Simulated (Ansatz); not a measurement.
# Sn (Fd-3m) in Ansatz: settings compared

One crystal, Sn, is run at these levels: LDA, PBE; tasks: band structure, single point, equation of state.

Everything below comes from runs of Ansatz 0.2.0. Logs are shortened: lines on timing, memory, paths and dates and some standing lists are left out, and cuts for length are marked.

**1. The structure**

The structure is cubic, space group Fd-3m (No. 227). The conventional cell has a = 6.467 Å, b = 6.467 Å, c = 6.467 Å, α = 90.00°, β = 90.00°, γ = 90.00°. Around Sn (site symmetry -43m) lie 4 Sn at 2.80 Å.

This isn't the form of Sn at room conditions, which is tetragonal (white tin).

**2. Band structure, LDA**

Input file input.yaml:

```yaml
crystal:
  lattice:
    - [0.0, 3.2333428, 3.2333428]
    - [3.2333428, 0.0, 3.2333428]
    - [3.2333428, 3.2333428, 0.0]
  atoms:
    - { symbol: Sn, position: [0.75, 0.75, 0.75] }
    - { symbol: Sn, position: [0.5, 0.5, 0.5] }
hamiltonian:
  xc: lda
  pseudopotentials: { kind: paw }
kpoints:
  mp_grid: { grid: [7, 7, 7] }
  band_path:
    path:
      - [[0.0, 0.0, 0.0], [0.5, 0.0, 0.5], [0.5, 0.25, 0.75], [0.375, 0.375, 0.75], [0.0, 0.0, 0.0], [0.5, 0.5, 0.5], [0.625, 0.25, 0.625], [0.5, 0.25, 0.75], [0.5, 0.5, 0.5], [0.375, 0.375, 0.75]]
      - [[0.625, 0.25, 0.625], [0.5, 0.0, 0.5]]
    npoints: 14
scf:
  occupations: { method: fermi_dirac, width: 0.05 }
  n_extra_bands: 6
output:
  forces: true
  stress: true
  eigenvalues: true
  fatbands: true
  write_density: true
  write_potential: true
  elf: true
  volumetric_format: npy
```

Potentials or basis: Ansatz PAW.

Run with:

```sh
ansatz run input.yaml --threads 2 --pin off --max-ram 5120MiB --backend cpu --events-out ev --progress --plain --runs-dir out
```

Standard output:

```text
Warning: RAYON_NUM_THREADS=2 ignored (pool sized by the plan → 2); use --threads N
scf.n_extra_bands = 6 over 14 filled bands (N_el = 28.0): the run solves 20 bands
Engine: ansatz 0.2.0, x86_64-unknown-linux-gnu
Pseudopotentials: kind: paw
Pseudopotential: Sn, paw, valence charge 14, recommended cutoff 420 eV (normal), Sn.paw.azcp
Functional definition: SPW92
  exchange = slater_x
  correlation = pw_c
Crystal: 2 atoms, lattice volume = 67.606 Å³
Basis set: ecut = 420 eV, 1363 PW (Γ)
Bands: 20, of which v1, the nominal top of the filled ones, is band 14 counted from 1 (13 counted from 0)
Symmetry: 48 space group operations
Space group: Fd-3m (ITA 227), of the structure as read, at distance tolerance 4.1e-5 Å
k-points: 20 of 343
Non-local potential: Sn, projectors of the file, l = 0: 2, l = 1: 2, l = 2: 2, l = 3: 2
PAW form: soft (Blöchl's): semilocal exchange-correlation on the pseudo side does not see the compensation charge
PAW frozen core: Sn, regenerated for the run's functional, and the local potential with it (the file was generated under x = pbe(κ = 0.804, μ = 0.2195149727645171), c = pbe(β = 0.06672455060314922))
PAW one-centre angular grid: Sn, 590 points (default); XC on 64 Gauss nodes
Initial density: superposition of atomic densities (neutral atoms: chi_scale 0, normalization atom), corrected by the library's trained network
Initial wavefunctions: pseudopotential atomic-orbital guess
Functional: x = slater, c = lda
SCF iter   1: F=—  HF=-11759.017011 eV  |F-HF|=—  |Δ(HF+E_count)|=         —  Δρ=6.06e-3  dr2=1.07e-2  ethr=1.77e-3  ⟨swp⟩=6.2  Hψ=2256  notcnv=0
preconditioner: auto → none  [insulator: Δε(μ)=0.206 eV  Ē_g=21.418 eV  σ=0.050 eV  W_gap=0.65  n_scr=14 (ndim 8)  ℏωp=23.9 eV  f_vac=0.091  D(μ)=0.28/eV (n_scr^D=0)  ε∞_Penn≈2.2]
SCF iter   2: F=—  HF=-11759.012454 eV  |F-HF|=—  |Δ(HF+E_count)|=   4.56e-3  Δρ=1.90e-3  dr2=9.84e-4  ethr=3.81e-5  ⟨swp⟩=2.1  Hψ=922  notcnv=0  defer=26
SCF iter   3: F=—  HF=-11759.012453 eV  |F-HF|=—  |Δ(HF+E_count)|=   1.26e-6  Δρ=5.29e-4  dr2=8.19e-5  ethr=3.52e-6  ⟨swp⟩=1.0  Hψ=374  notcnv=0  defer=26
SCF iter   4: F=—  HF=-11759.012464 eV  |F-HF|=—  |Δ(HF+E_count)|=   1.12e-5  Δρ=2.17e-5  dr2=3.62e-7  ethr=2.93e-7  ⟨swp⟩=1.0  Hψ=374  notcnv=0  defer=26
iter 5 did not close the SCF: its close was put off for the readings that it lacked (scf_convergence_deferred on its scf_iter line)
SCF iter   5: F=-11759.012464 eV  HF=-11759.012464 eV  |F-HF|=4.91e-11  |Δ(HF+E_count)|=   1.24e-7  Δρ=2.22e-6  dr2=2.92e-9  ethr=1.29e-9  ⟨swp⟩=2.2  Hψ=457  notcnv=0  defer=26
SCF iter   6: F=-11759.012464 eV  HF=-11759.012464 eV  |F-HF|=3.09e-11  |Δ(HF+E_count)|=  3.60e-10  Δρ=2.39e-7  dr2=3.78e-11  ethr=1.04e-11  ⟨swp⟩=9.3  Hψ=2617  notcnv=0
SCF 1 converged in 6 iterations: F = -11759.012464 eV  dr2 = 3.78e-11
NSCF: frozen V_eff on 142 k-points
SCF converged after 6 iterations
Free energy (F): -11759.012464 eV
Harris-Foulkes:  -11759.012464 eV  (|F-HF|=3.09e-11)
Internal energy: -11759.009974 eV  (E = F + TS)
E sigma→0 (E₀):  -11759.011219 eV
Entropy (-TS):   -0.002490 eV (-1.245 meV/atom)
Fermi energy:    7.527705 eV
--- Per-component energies (eV) ---
  E_band       = -252.573019
  E_kinetic    = 377.509866
  E_local      = -2299.068769  (includes V_loc(G=0)·N_el)
  E_nonlocal   = -55.281317
  E_hartree    = 1317.980333
  E_xc         = -757.291148
  E_vxc        = -196.498211  (∫ρ·V_xc dr)
  E_paw        = -7992.686058  (= ΣΔE_a)
  E_vpaw       = -715.194921  (= ΣTr[D̂ρ^β])
  E_aug_tail   = -0.000001  (compensation charges beyond the density's cutoff)
  E_ewald      = -2351.022677
  E_core_change = 0.849796  (= ΣΔE_core)
  E_smearing   = -0.002490  (= −TS)
  E_closure    = 0.000000  (closes the sum)
  Σ components = -11759.012464   (vs F -11759.012464, Δ=0.00e0)
--- Forces (eV/Å), atoms counted from 1 ---
  atom   1  Sn     0.00000000     0.00000000     0.00000000
  atom   2  Sn    -0.00000000    -0.00000000     0.00000000
  max |Σ_I F_I| component: 2.54e-17 eV/Å
--- Stress (GPa, compression-positive) ---
        0.165286      -0.000000       0.000000
       -0.000000       0.165286      -0.000000
       -0.000000      -0.000000       0.165286
  P = ⅓ Tr σ = 0.1653 GPa (1.653 kbar)
--- Band table (eV; the first three rows and the last of 20) ---
  k-point 0: bands = ["-13.9898", "-13.9898", "-13.9898", "-13.9268", "-13.9268", "-13.6060", "-13.6060", "-13.6060", "-13.5952", "-13.5952", "-3.1023", "6.8559", "7.7234", "7.7234", "7.7234", "9.7874", "9.7874", "9.7874", "12.4921", "15.7049"]
  k-point 1: bands = ["-14.0033", "-14.0033", "-13.9848", "-13.9074", "-13.9074", "-13.6319", "-13.6319", "-13.6124", "-13.5729", "-13.5729", "-2.9037", "5.1130", "7.3663", "7.3663", "8.1525", "10.2426", "10.2426", "10.6562", "13.4476", "14.6729"]
  k-point 2: bands = ["-14.0194", "-14.0194", "-13.9732", "-13.8796", "-13.8796", "-13.6557", "-13.6557", "-13.6273", "-13.5555", "-13.5555", "-2.3395", "3.0316", "6.8444", "6.8444", "7.8145", "10.7823", "10.7823", "12.6052", "13.7188", "14.6857"]
  k-point 19: bands = ["-14.0655", "-14.0524", "-13.8784", "-13.8077", "-13.7878", "-13.7543", "-13.7482", "-13.6934", "-13.5169", "-13.5041", "-0.3750", "0.5258", "4.2534", "5.0784", "9.7994", "11.5262", "12.1422", "12.1681", "15.3578", "16.3847"]
```

bands.tsv:

```text
# k_distance	band_0	band_1	band_2	band_3	band_4	band_5	band_6	band_7	band_8	band_9	band_10	band_11	band_12	band_13	band_14	band_15	band_16	band_17	band_18	band_19
# fermi_ev = 7.527705
[... 158 lines left out ...]
6.187970	-21.571633	-21.570571	-21.430516	-21.428071	-21.287067	-21.286474	-21.203439	-21.201102	-21.053699	-21.052676	-7.516693	-7.499641	-2.430841	-2.378082	0.862053	0.934040	7.720948	7.764012	9.200992	9.461595
6.212507	-21.570823	-21.570552	-21.430563	-21.429947	-21.286791	-21.286643	-21.201666	-21.201075	-21.053714	-21.053455	-7.511368	-7.507114	-2.397248	-2.383805	0.857371	0.875611	7.795842	7.807739	9.317495	9.387846
6.237045	-21.570545	-21.570545	-21.430578	-21.430578	-21.286698	-21.286698	-21.201067	-21.201067	-21.053719	-21.053719	-7.509603	-7.509603	-2.385714	-2.385714	0.855808	0.855808	7.822597	7.822597	9.361514	9.361514
```

It took 7.9 s on 2 threads of Intel Xeon Platinum 8259CL at 2.50GHz (Skylake/Cascade Lake), shared host; peak memory 0.41 GiB.

What came out:

| Quantity | Value |
| --- | --- |
| Free energy | -11759.0125 eV |
| Pressure | 0.2 GPa |
| Band gap on the k mesh | none (metal or under the smearing width) |

Levels at the corners of the path, in eV from the Fermi level:
| point | band 12 | band 13 | band 14 | band 15 | band 16 | band 17 |
| --- | --- | --- | --- | --- | --- | --- |
| Γ | -0.67 | 0.20 | 0.20 | 0.20 | 2.26 | 2.26 |
| X | -7.51 | -2.39 | -2.39 | 0.86 | 0.86 | 7.82 |
| W | -7.45 | -2.98 | -2.98 | 3.50 | 3.50 | 4.11 |
| K | -7.02 | -3.32 | -2.02 | 1.14 | 3.44 | 5.83 |
| Γ | -0.67 | 0.20 | 0.20 | 0.20 | 2.26 | 2.26 |
| L | -6.28 | -1.02 | -1.02 | 0.00 | 3.34 | 3.34 |
| U | -7.02 | -3.32 | -2.02 | 1.14 | 3.44 | 5.83 |
| W | -7.45 | -2.98 | -2.98 | 3.50 | 3.50 | 4.11 |
| L | -6.28 | -1.02 | -1.02 | 0.00 | 3.34 | 3.34 |
| K | -7.02 | -3.32 | -2.02 | 1.14 | 3.44 | 5.83 |
| U | -7.02 | -3.32 | -2.02 | 1.14 | 3.44 | 5.83 |
| X | -7.51 | -2.39 | -2.39 | 0.86 | 0.86 | 7.82 |

Caveat: spin-orbit coupling is left out, which moves the levels of the heavy elements; the PAW data sets come from PBE, with cores solved anew for the run's functional, which leaves a small shift of forces and pressure.

**3. Single point, PBE, 31.77 Å³/atom (volume scaled by 0.94)**

Input file input.yaml:

```yaml
crystal:
  lattice:
    - [0.0, 3.1673376916, 3.1673376916]
    - [3.1673376916, 0.0, 3.1673376916]
    - [3.1673376916, 3.1673376916, 0.0]
  atoms:
    - { symbol: Sn, position: [0.75, 0.75, 0.75] }
    - { symbol: Sn, position: [0.5, 0.5, 0.5] }
hamiltonian:
  xc: pbe
  pseudopotentials: { kind: paw }
kpoints:
  mp_grid: { grid: [7, 7, 7] }
scf:
  occupations: { method: fermi_dirac, width: 0.05 }
output:
  forces: true
  stress: true
  eigenvalues: true
  write_density: true
  write_potential: true
  elf: true
  volumetric_format: npy
```

Potentials or basis: Ansatz PAW.

Run with:

```sh
ansatz run input.yaml --threads 2 --pin off --max-ram 5120MiB --backend cpu --events-out ev --progress --plain --runs-dir out
```

Standard output:

```text
Warning: RAYON_NUM_THREADS=2 ignored (pool sized by the plan → 2); use --threads N
[... 3 set-up lines as earlier in the session ...]
Functional definition: PBE
  parameter kappa = 0.804
  parameter beta = 0.06672455060314922
  exchange = pbe_x(kappa = kappa, mu = beta*pi^2/3)
  correlation = pbe_c(beta = beta)
Crystal: 2 atoms, lattice volume = 63.550 Å³
Basis set: ecut = 420 eV, 1243 PW (Γ), exchange–correlation on 60×60×60 points (8 copies of the dense FFT grid, shifted against one another)
Bands: 18, of which v1, the nominal top of the filled ones, is band 14 counted from 1 (13 counted from 0)
[... 1 set-up line as earlier in the session ...]
Space group: Fd-3m (ITA 227), of the structure as read, at distance tolerance 4.0e-5 Å
k-points: 20 of 343
[... 5 set-up lines as earlier in the session ...]
Functional: x = pbe(κ = 0.804, μ = 0.2195149727645171), c = pbe(β = 0.06672455060314922)
SCF iter   1: F=—  HF=-12048.201581 eV  |F-HF|=—  |Δ(HF+E_count)|=         —  Δρ=6.70e-4  dr2=1.79e-4  ethr=1.77e-3  ⟨swp⟩=6.0  Hψ=1936  notcnv=0
preconditioner: auto → none  [insulator: Δε(μ)=0.202 eV  Ē_g=20.444 eV  σ=0.050 eV  W_gap=0.56  n_scr=14 (ndim 8)  ℏωp=24.6 eV  f_vac=0.074  D(μ)=0.17/eV (n_scr^D=0)  ε∞_Penn≈2.5]
SCF iter   2: F=—  HF=-12048.200542 eV  |F-HF|=—  |Δ(HF+E_count)|=   1.04e-3  Δρ=4.59e-4  dr2=9.31e-5  ethr=6.38e-7  ⟨swp⟩=2.0  Hψ=809  notcnv=0
SCF iter   3: F=—  HF=-12048.200540 eV  |F-HF|=—  |Δ(HF+E_count)|=   1.93e-6  Δρ=2.55e-4  dr2=2.44e-5  ethr=3.32e-7  ⟨swp⟩=2.5  Hψ=651  notcnv=0
SCF iter   4: F=—  HF=-12048.200584 eV  |F-HF|=—  |Δ(HF+E_count)|=   4.41e-5  Δρ=1.08e-4  dr2=3.90e-6  ethr=8.71e-8  ⟨swp⟩=2.0  Hψ=643  notcnv=0
SCF iter   5: F=—  HF=-12048.200609 eV  |F-HF|=—  |Δ(HF+E_count)|=   2.45e-5  Δρ=1.01e-4  dr2=4.66e-6  ethr=1.39e-8  ⟨swp⟩=3.0  Hψ=670  notcnv=0
SCF iter   6: F=—  HF=-12048.200606 eV  |F-HF|=—  |Δ(HF+E_count)|=   2.41e-6  Δρ=2.95e-5  dr2=4.03e-7  ethr=1.39e-8  ⟨swp⟩=2.1  Hψ=608  notcnv=0
SCF iter   7: F=-12048.200606 eV  HF=-12048.200606 eV  |F-HF|=2.98e-10  |Δ(HF+E_count)|=   2.21e-7  Δρ=1.09e-6  dr2=4.05e-10  ethr=3.57e-10  ⟨swp⟩=7.2  Hψ=2353  notcnv=0
SCF 1 converged in 7 iterations: F = -12048.200606 eV  dr2 = 4.05e-10
SCF converged after 7 iterations
Free energy (F): -12048.200606 eV
Harris-Foulkes:  -12048.200606 eV  (|F-HF|=2.98e-10)
Internal energy: -12048.199185 eV  (E = F + TS)
E sigma→0 (E₀):  -12048.199896 eV
Entropy (-TS):   -0.001421 eV (-0.711 meV/atom)
Fermi energy:    8.864098 eV
--- Per-component energies (eV) ---
  E_band       = -225.242341
  E_kinetic    = 377.226121
  E_local      = -2210.958948  (includes V_loc(G=0)·N_el)
  E_nonlocal   = -63.560852
  E_hartree    = 1290.787778
  E_xc         = -765.000377
  E_vxc        = -192.381024  (∫ρ·V_xc dr)
  E_paw        = -8276.676556  (= ΣΔE_a)
  E_vpaw       = -717.142260  (= ΣTr[D̂ρ^β])
  E_aug_tail   = -0.000001  (compensation charges beyond the density's cutoff)
  E_ewald      = -2400.016350
  E_smearing   = -0.001421  (= −TS)
  E_closure    = 0.000000  (closes the sum)
  Σ components = -12048.200606   (vs F -12048.200606, Δ=0.00e0)
--- Forces (eV/Å), atoms counted from 1 ---
  atom   1  Sn    -0.00000000     0.00000000     0.00000000
  atom   2  Sn    -0.00000000     0.00000000     0.00000000
  max |Σ_I F_I| component: 5.55e-17 eV/Å
--- Stress (GPa, compression-positive) ---
        7.623119       0.000000      -0.000000
        0.000000       7.623119      -0.000000
       -0.000000       0.000000       7.623119
  P = ⅓ Tr σ = 7.6231 GPa (76.231 kbar)
--- Band table (eV; the first three rows and the last of 20) ---
  k-point 0: bands = ["-13.0555", "-13.0555", "-13.0555", "-12.9853", "-12.9853", "-12.6107", "-12.6107", "-12.6107", "-12.5922", "-12.5922", "-2.3192", "8.6779", "8.8824", "8.8824", "8.8824", "10.9574", "10.9574", "10.9574"]
  k-point 1: bands = ["-13.0717", "-13.0717", "-13.0499", "-12.9620", "-12.9620", "-12.6384", "-12.6384", "-12.6182", "-12.5687", "-12.5687", "-2.1070", "6.4292", "8.4887", "8.4887", "9.5952", "11.4515", "11.4515", "12.0390"]
  k-point 2: bands = ["-13.0903", "-13.0903", "-13.0369", "-12.9294", "-12.9294", "-12.6653", "-12.6653", "-12.6354", "-12.5491", "-12.5491", "-1.5009", "4.1513", "7.9247", "7.9247", "9.2268", "12.0027", "12.0027", "14.1398"]
  k-point 19: bands = ["-13.1441", "-13.1285", "-12.9285", "-12.8456", "-12.8212", "-12.7811", "-12.7743", "-12.7096", "-12.5038", "-12.4887", "0.6179", "1.5671", "5.1246", "6.0131", "11.0638", "12.9240", "13.4422", "13.4916"]
```

v_z.tsv:

```text
# z_ang	v_es[eV]	v_tot[eV]
# format = ansatz-planar-average/11
# xc	pbe
# density_cutoff_ev	1680
# datasets	Sn=:simpson_from_first_knot:soft
# lattice	0.000000000	3.167337692	3.167337692
# lattice	3.167337692	0.000000000	3.167337692
# lattice	3.167337692	3.167337692	0.000000000
# sites	2
# site	50	4.751006537	4.751006537	4.751006537
# site	50	3.167337692	3.167337692	3.167337692
0.000000	9.008551e0	2.113975e0
0.149310	9.843797e0	3.250976e0
0.298619	1.039925e1	3.997735e0
0.447929	1.067469e1	4.382591e0
0.597239	1.072780e1	4.458213e0
0.746549	1.056716e1	4.230681e0
[... 22 lines left out ...]
4.180672	7.324359e0	-6.781081e-1
4.329982	8.082334e0	7.201827e-1
```

Run time: 5.3 s. Hardware: 2 threads of Intel Xeon Platinum 8259CL at 2.50GHz (Skylake/Cascade Lake), shared host; peak memory 0.38 GiB.

Results:

| Property | Result |
| --- | --- |
| Free energy | -12048.2006 eV |
| Pressure | 7.6 GPa |
| Band gap on the k mesh | none (metal or under the smearing width) |

**4. Single point, PBE, 32.45 Å³/atom (volume scaled by 0.96)**

Changes to input.yaml since step 3:

```diff
@@ -2,5 +2,5 @@
   lattice:
-    - [0.0, 3.1673376916, 3.1673376916]
-    - [3.1673376916, 0.0, 3.1673376916]
-    - [3.1673376916, 3.1673376916, 0.0]
+    - [0.0, 3.1896436215, 3.1896436215]
+    - [3.1896436215, 0.0, 3.1896436215]
+    - [3.1896436215, 3.1896436215, 0.0]
   atoms:
```

Run with:

```sh
ansatz run input.yaml --threads 2 --pin off --max-ram 5120MiB --backend cpu --events-out ev --progress --plain --runs-dir out
```

Run time: 5.3 s. Hardware: 2 threads of Intel Xeon Platinum 8259CL at 2.50GHz (Skylake/Cascade Lake), shared host; peak memory 0.38 GiB.

It converged, with:

```
Free energy            : -12048.2589 eV
Pressure               : 6.2 GPa
Band gap on the k mesh : none (metal or under the smearing width)
```

**5. Single point, PBE, 33.13 Å³/atom (volume scaled by 0.98)**

Changes to input.yaml since step 4:

```diff
@@ -2,5 +2,5 @@
   lattice:
-    - [0.0, 3.1896436215, 3.1896436215]
-    - [3.1896436215, 0.0, 3.1896436215]
-    - [3.1896436215, 3.1896436215, 0.0]
+    - [0.0, 3.2116418589, 3.2116418589]
+    - [3.2116418589, 0.0, 3.2116418589]
+    - [3.2116418589, 3.2116418589, 0.0]
   atoms:
```

Run with:

```sh
ansatz run input.yaml --threads 2 --pin off --max-ram 5120MiB --backend cpu --events-out ev --progress --plain --runs-dir out
```

Run time: 1.3 s. Hardware: 2 threads of Intel Xeon Platinum 8259CL at 2.50GHz (Skylake/Cascade Lake), shared host; peak memory 0.38 GiB.

The run converged. Its results:

| Quantity | Value |
| --- | --- |
| Free energy | -12048.3060 eV |
| Pressure | 5.0 GPa |
| Band gap on the k mesh | none (metal or under the smearing width) |

**6. Single point, PBE, 33.80 Å³/atom**

Changes to input.yaml since step 5:

```diff
@@ -2,5 +2,5 @@
   lattice:
-    - [0.0, 3.2116418589, 3.2116418589]
-    - [3.2116418589, 0.0, 3.2116418589]
-    - [3.2116418589, 3.2116418589, 0.0]
+    - [0.0, 3.2333428, 3.2333428]
+    - [3.2333428, 0.0, 3.2333428]
+    - [3.2333428, 3.2333428, 0.0]
   atoms:
```

Potentials or basis: Ansatz PAW.

Run with:

```sh
ansatz run input.yaml --threads 2 --pin off --max-ram 5120MiB --backend cpu --events-out ev --progress --plain --runs-dir out
```

Wall time 5 s (2 threads of Intel Xeon Platinum 8259CL at 2.50GHz (Skylake/Cascade Lake), shared host); peak memory 0.39 GiB.

The run converged. Its results:

```yaml
Free_energy: -12048.3429 eV
Pressure: 3.8 GPa
Band_gap_on_the_k_mesh: none (metal or under the smearing width)
```

**7. Single point, PBE, 34.48 Å³/atom (volume scaled by 1.02)**

Input file input.yaml:

```yaml
crystal:
  lattice:
    - [0.0, 3.2547562903, 3.2547562903]
    - [3.2547562903, 0.0, 3.2547562903]
    - [3.2547562903, 3.2547562903, 0.0]
  atoms:
    - { symbol: Sn, position: [0.75, 0.75, 0.75] }
    - { symbol: Sn, position: [0.5, 0.5, 0.5] }
hamiltonian:
  xc: pbe
  pseudopotentials: { kind: paw }
kpoints:
  mp_grid: { grid: [7, 7, 7] }
scf:
  occupations: { method: fermi_dirac, width: 0.05 }
output:
  forces: true
  stress: true
  eigenvalues: true
```

Run with:

```sh
ansatz run input.yaml --threads 2 --pin off --max-ram 5120MiB --backend cpu --events-out ev --progress --plain --runs-dir out
```

Run time: 0.85 s. Hardware: 2 threads of Intel Xeon Platinum 8259CL at 2.50GHz (Skylake/Cascade Lake), shared host; peak memory 0.37 GiB.

The run converged. Its results:

```
Free energy            : -12048.3708 eV
Pressure               : 2.8 GPa
Band gap on the k mesh : none (metal or under the smearing width)
```

**8. Single point, PBE, 35.16 Å³/atom (volume scaled by 1.04)**

Changes to input.yaml since step 7:

```diff
@@ -2,5 +2,5 @@
   lattice:
-    - [0.0, 3.2547562903, 3.2547562903]
-    - [3.2547562903, 0.0, 3.2547562903]
-    - [3.2547562903, 3.2547562903, 0.0]
+    - [0.0, 3.2758916636, 3.2758916636]
+    - [3.2758916636, 0.0, 3.2758916636]
+    - [3.2758916636, 3.2758916636, 0.0]
   atoms:
```

Run with:

```sh
ansatz run input.yaml --threads 2 --pin off --max-ram 5120MiB --backend cpu --events-out ev --progress --plain --runs-dir out
```

Wall time 0.86 s (2 threads of Intel Xeon Platinum 8259CL at 2.50GHz (Skylake/Cascade Lake), shared host); peak memory 0.38 GiB.

It converged, with:

| Item | Value |
| --- | --- |
| Free energy | -12048.3906 eV |
| Pressure | 1.9 GPa |
| Band gap on the k mesh | none (metal or under the smearing width) |

**9. Single point, PBE, 35.83 Å³/atom (volume scaled by 1.06)**

Changes to input.yaml since step 8:

```diff
@@ -2,5 +2,5 @@
   lattice:
-    - [0.0, 3.2758916636, 3.2758916636]
-    - [3.2758916636, 0.0, 3.2758916636]
-    - [3.2758916636, 3.2758916636, 0.0]
+    - [0.0, 3.2967577782, 3.2967577782]
+    - [3.2967577782, 0.0, 3.2967577782]
+    - [3.2967577782, 3.2967577782, 0.0]
   atoms:
```

Potentials or basis: Ansatz PAW.

Run with:

```sh
ansatz run input.yaml --threads 2 --pin off --max-ram 5120MiB --backend cpu --events-out ev --progress --plain --runs-dir out
```

It took 0.88 s on 2 threads of Intel Xeon Platinum 8259CL at 2.50GHz (Skylake/Cascade Lake), shared host; peak memory 0.39 GiB.

It converged, with:

```
Free energy            : -12048.4032 eV
Pressure               : 1.1 GPa
Band gap on the k mesh : none (metal or under the smearing width)
```

**10. Equation of state, PBE**

This step only gathers the single runs of the series.

Results:

- Equilibrium volume: 36.86 Å³/atom (rough: see the caveat)
- Bulk modulus: 36 GPa (rough)

Energy against volume, from the lowest point:
| volume (Å³/atom) | energy (meV/atom) |
| --- | --- |
| 31.775 | 101.29 |
| 32.451 | 72.14 |
| 33.127 | 48.62 |
| 33.803 | 30.13 |
| 34.479 | 16.17 |
| 35.155 | 6.28 |
| 35.831 | 0.00 |

Caveat: the minimum lies outside the volumes run.
